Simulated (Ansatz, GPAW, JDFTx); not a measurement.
Ni: 4 runs at one level of theory

```xyz
1
Lattice="-1.3837 1.3837 1.3837 1.3837 -1.3837 1.3837 1.3837 1.3837 -1.3837" Properties=species:S:1:pos:R:3 pbc="T T T"
Ni    0.0000    0.0000    0.0000
```

This isn't the form of Ni at room conditions, which is fcc.

Alike in all runs: task equation of state; functional PBEsol; k mesh 13 × 13 × 13; occupations fermi-dirac, width 0.05 eV; collinear spin, ferromagnetic start; no spin-orbit coupling.

```tsv
program and potentials	plane-wave cutoff (eV)	notes	equilibrium volume (Å³/atom)	bulk modulus (GPa)
Ansatz, Ansatz PAW	420	potentials made for PBE, which Ansatz adapts in part	10.48	220.1
JDFTx, PseudoDojo-SR-PBEsol-0.4.1-standard with smoothed tails	1333	-	10.48	220.5
GPAW, PAW data sets generated for this functional	600	moment up to 0.62 μB a cell; this data set often lies off other programs	10.63	221.7
Ansatz, all-electron LAPW, scalar-relativistic	-	moment up to 0.62 μB a cell	?	?
```

**Question.** Estimate from the other rows what the run with Ansatz, all-electron LAPW, scalar-relativistic gave.

**Answer.** Equilibrium volume 10.48 Å³/atom; bulk modulus 220.2 GPa. The other rows, which needn't bracket it: equilibrium volume 10.48 to 10.63; bulk modulus 220.1 to 221.7.
